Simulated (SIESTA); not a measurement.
## Au under changes of volume

One of the cells (17.651 Å³/atom); the others are scaled copies at fixed shape and fractional positions:

```
Au
1.0
     1.41131   -2.55593    0.00000
     1.41131    2.55593    0.00000
     0.00000    0.00000    4.89317
Au
2
Direct
  0.33467 0.66533 0.25000
  0.66533 0.33467 0.75000
```

This isn't the form of Au at room conditions, which is fcc.

| Property | Result |
| --- | --- |
| Program | SIESTA 5.4.2 |
| Functional | LDA |
| Potentials or basis | PseudoDojo 0.4 standard (LDA files) |
| Basis | DZP (energy shift 0.003 Ry; two zetas on semicore shells) |
| Grid cutoff | 800 Ry |
| Energy shift | 0.003 Ry |
| k mesh | 11 × 11 × 6 |
| Occupations | fermi-dirac, width 0.05 eV |
| Spin | no spin polarisation |

```csv
volume (Å³/atom),energy over the lowest point (meV/atom),pressure (GPa),largest force (eV/Å)
16.592,0.08,2.1,0.062
16.945,0.00,-1.8,0.051
17.298,8.00,-5.3,0.050
17.651,?,?,?
18.004,44.55,-11.0,0.024
18.357,71.29,-13.3,0.025
18.710,102.85,-15.3,0.016
```

Task: What does the run at 17.651 Å³/atom give?

Result: Energy over the lowest point 23.20 meV/atom; pressure -8.4 GPa; largest force 0.035 eV/Å.

Worked out: A Birch-Murnaghan fit of order 3 (a polynomial in V^(-2/3)) to the other rows has its minimum at 16.77 Å³/atom with B0 = V·E''(V) = 187 GPa and B' = 5.3 at fixed shape and positions, which overstates the stiffness. It gives 23.16 meV/atom at 17.651 Å³/atom, against the run's 23.20, and -dE/dV = -8.3 GPa, against -8.4.

Energies are extrapolated to zero smearing.

Caveats: short orbitals over semicore shells can move pressures by several GPa; the basis of atomic orbitals isn't converged, which shifts pressures, moduli and gaps.
